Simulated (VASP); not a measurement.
Input of a VASP 6.6.1 run:

File INCAR:

```
PREC = Accurate ; ENCUT = 600
EDIFF = 1E-6 ; ISMEAR = 1
SIGMA = 0.1 ; LREAL = False
LASPH = True ; NELM = 150
ALGO = Normal ; ISIF = 3
LWAVE = False ; LCHARG = False
ISPIN = 2 ; MAGMOM = 3 -3 3 -3 0 0 0 0 0 0
LORBIT = 11 ; LMAXMIX = 4
GGA = PE ; IBRION = 2
NSW = 90 ; EDIFFG = -0.01
AMIX = 0.2 ; BMIX = 1E-4
AMIX_MAG = 0.8 ; BMIX_MAG = 1E-4
KPAR = 4
```

KPOINTS

```
Automatic mesh
0
Gamma
  9 9 9
```

The input POSCAR:

```
Cr2O3
1.0
    2.4785000000      1.4309626400      4.5307666700
   -2.4785000000      1.4309626400      4.5307666700
    0.0000000000     -2.8619252800      4.5307666700
Cr O
4 6
Direct
    0.3474800000      0.3474800000      0.3474800000
    0.1525200000      0.1525200000      0.1525200000
    0.6525200000      0.6525200000      0.6525200000
    0.8474800000      0.8474800000      0.8474800000
    0.5558000000      0.9442000000      0.2500000000
    0.2500000000      0.5558000000      0.9442000000
    0.9442000000      0.2500000000      0.5558000000
    0.4442000000      0.0558000000      0.7500000000
    0.7500000000      0.4442000000      0.0558000000
    0.0558000000      0.7500000000      0.4442000000
```

Potentials or basis: VASP PAW PBE potentials, release 64 (Cr_pv, O).

Launch:

```bash
$ cat potpaw_PBE.64/Cr_pv/POTCAR potpaw_PBE.64/O/POTCAR > POTCAR
$ mpirun -np 4 vasp_std > vasp.out
```

Task: Estimate the relaxed volume.

Result: 9.82 Å³/atom.

Task: What does it give for the space group after relaxing (to 0.05 Å)?

Result: R-3c (No. 167).

The path:
```
step  energy change (eV)  largest force (eV/Å)  pressure (GPa)  volume (Å³)
   1              0.0000                0.2302            4.66        96.41
   2             -0.0377                0.0864           -4.44       100.36
   3             -0.0554                0.1358           -1.36        98.91
   4             -0.0710                0.0394           -0.32        98.40
   5             -0.0717                0.0707           -0.06        98.27
   6             -0.0729                0.0212           -0.06        98.19
   7             -0.0729                0.0067            0.01        98.16
```

 PBE usually gives volumes a little too large and moduli too small.
